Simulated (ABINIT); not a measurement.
Input of an ABINIT 10.8.3 (patched build) run:

File run.abi:

```
pp_dirpath "./"
pseudos "Sb.GGA_PBE-JTH.xml"

acell 3*1.0
rprim
    -2.9792291705     2.9792291705     5.1248209020
     2.9792291705    -2.9792291705     5.1248209020
     2.9792291705     2.9792291705    -5.1248209020
ntypat 1
znucl 51
natom 1
typat 1
xred
     0.0000000000     0.0000000000     0.0000000000

ecut 19.0
pawecutdg 38.0
pawxcdev 0

kptopt 1
ngkpt 12 12 12
nshiftk 1
shiftk 0.0 0.0 0.0

ixc -106131

nband 12
occopt 3
tsmear 0.00183747

nstep 100
tolvrs 1.0e-9

iomode 3
prtwf 0
prteig 0
prtebands 0
enunit 2
prtden 1
prtvha 1
prtvclmb 1
prtpot 1
```

Potentials or basis: JTH PAW PBE v2.0.

The run is started by

```sh
$ abinit run.abi > log 2>&1
```

Task: What does it give for the band gap on the k mesh?

Result: None (metal or under the smearing width).

Task: Predict the pressure.

Result: 7.2 GPa.

Caveat: the PAW data sets were made with another functional, which shifts forces and pressure a little. The run has no spin-orbit coupling, so splittings on Sb are missing.
